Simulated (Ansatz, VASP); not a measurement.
# TaN in VASP and in Ansatz

```xyz
2
Lattice="0.0000 2.1761 2.1761 2.1761 0.0000 2.1761 2.1761 2.1761 0.0000" Properties=species:S:1:pos:R:3 pbc="T T T"
Ta    2.1761    2.1761    2.1761
N     0.0000    0.0000    0.0000
```

Alike in both runs: task single point; functional r2SCAN; k mesh 16 × 16 × 16; occupations gaussian, width 0.1 eV; no spin polarisation.

|  | VASP | Ansatz |
| --- | --- | --- |
| version | VASP 6.6.1 | Ansatz 0.2.0 |
| potentials or method | VASP PAW PBE potentials, release 64 (Ta_pv, N) | scalar-relativistic, plane waves, PAW |
| plane-wave cutoff (eV) | 520 | 500 |
| valence electrons in the cell | 16 | 18 |

|  | VASP | Ansatz | Ansatz less VASP |
| --- | --- | --- | --- |
| gap on the k mesh at the Fermi level (eV) | none | none | - |
| pressure (GPa) | 13.6 | 11.4 | -2.18 |

A gap of «none» marks a metal or a gap that the smearing closes. The two sets of potentials don't hold the same shells in valence.

Caveats: the PAW data sets were made with another functional, which shifts forces and pressure a little (VASP). Spin-orbit coupling is left out, which matters for the levels of Ta.
